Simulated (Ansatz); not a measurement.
The system is ZnAu.

```xyz
2
Lattice="3.1470 0.0000 0.0000 0.0000 3.1470 0.0000 0.0000 0.0000 3.1470" Properties=species:S:1:pos:R:3 pbc="T T T"
Au    0.0000    0.0000    0.0000
Zn    1.5735    1.5735    1.5735
```

Program: Ansatz 0.2.0. Alike in all runs: task band structure; potentials or basis Ansatz PAW; no spin polarisation; cell as given; k mesh 5 × 5 × 5; smearing fermi-dirac 0.05 eV; the mesh is coarse, so values aren't converged.

Order these runs on this cell by their pressure, lowest first.
A. level BLYP; cutoff (eV) 420
B. level RPBE; cutoff (eV) 420
C. level r2SCAN; cutoff (eV) 500
D. level LDA; cutoff (eV) 420
E. level PBEsol; cutoff (eV) 420

D (-6.3 GPa), E (-1.8 GPa), C (0.9 GPa), B (9.3 GPa), A (14.2 GPa).

Caveats: all runs use coarse meshes; the PAW data sets come from PBE, with cores solved anew for the run's functional, which leaves a small shift of forces and pressure.

Runs at the PBE level aren't shown here.
